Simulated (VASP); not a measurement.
Input of a VASP 6.6.1 run:

File run.py:

```python
from ase.calculators.vasp import Vasp
from ase.io import read
from ase.optimize import FIRE

atoms = read('POSCAR')
calc = Vasp(
    directory='calc',
    xc='r2scan',
    pp='PBE',
    setups='recommended',
    prec='Accurate',
    encut=520,
    ediff=1e-06,
    ismear=1,
    sigma=0.1,
    lreal=False,
    lasph=True,
    nelm=80,
    algo='Normal',
    isif=2,
    lwave=False,
    lcharg=False,
    lmixtau=True,
    kpts=[8, 8, 8],
    gamma=True,
)
atoms.calc = calc
opt = FIRE(atoms, trajectory='relax.traj')
converged = opt.run(fmax=0.01, steps=40)
print('converged:', converged)

print('energy (eV):', atoms.get_potential_energy())
print('free energy (eV):', atoms.get_potential_energy(force_consistent=True))
print('forces (eV/A):')
print(atoms.get_forces())
print('stress (eV/A^3, Voigt):', atoms.get_stress())
print('Fermi level (eV):', calc.get_fermi_level())
print('cell (A, degrees):', atoms.cell.cellpar())
print('volume (A^3):', atoms.get_volume())
print('scaled positions:')
print(atoms.get_scaled_positions())
```

POSCAR

```
Ti
1.0
    0.0376050000      2.0138520000      2.0509610000
    2.0499500000      0.0134040000      2.0751620000
    2.0391470000      2.0272490000      0.0242080000
Ti
1
Direct
   -0.0417590000     -0.0161270000     -0.0206390000
```

Potentials or basis: VASP PAW PBE potentials, release 64 (Ti_sv).

Launch:

```bash
$ python run.py
```

What does it give for the band gap on the k mesh?

None (metal or under the smearing width).

Stress tensor (GPa, compression positive):
```
 4.83 -0.95 -1.39
-0.95  5.43  0.04
-1.39  0.04  4.51
```

Caveat: the relaxation stopped at its first step, so nothing moved; the PAW data sets were made with another functional, which shifts forces and pressure a little.
